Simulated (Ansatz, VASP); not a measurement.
# Two plane-wave programs on MgI2

```
I Mg
1.0
     4.22120    0.00000    0.00000
    -2.11060    3.65566    0.00000
     0.00000    0.00000    7.01494
I Mg
2 1
Direct
  0.66667 0.33333 0.75000
  0.33333 0.66667 0.25000
  0.00000 0.00000 0.00000
```

Change from the starting cell: volume scaled by 1.06.

Alike in both runs: task single point; functional PBEsol; k mesh 8 × 8 × 4; occupations fermi-dirac, width 0.05 eV; no spin polarisation.

|  | VASP | Ansatz |
| --- | --- | --- |
| version | VASP 6.6.1 | Ansatz 0.2.0 |
| potentials or method | VASP PAW PBE potentials, release 64 (I, Mg) | Ansatz PAW |
| plane-wave cutoff (eV) | 520 | 420 |
| valence electrons in the cell | 16 | 44 |

```csv
,VASP,Ansatz,Ansatz less VASP
gap on the k mesh at the Fermi level (eV),3.29,3.29,+0.009
least direct gap on the mesh (eV),3.29,3.29,+0.009
pressure (GPa),-2.3,-2.2,+0.03
largest component of the traceless stress (GPa),0.25,0.26,+0.004
rms of the force components (eV/Å),0.247,0.245,-0.0028
```

Atom by atom the forces differ by 0.003 eV/Å (rms over components). The functional is the same, so the differences come from potentials, cutoffs and numerics. The two sets of potentials don't hold the same shells in valence.

Caveats: spin-orbit coupling is left out, which moves the levels of the heavy elements; the cell's inner coordinates are idealised or old, which leaves forces on the atoms; this functional lacks dispersion, which binds the layers, so the pressure and a relaxed spacing across them are unreliable; the PAW data sets were made with another functional, which shifts forces and pressure a little (VASP); the PAW data sets come from PBE, with cores solved anew for the run's functional, which leaves a small shift of forces and pressure (Ansatz). A k mesh can miss the band edges.
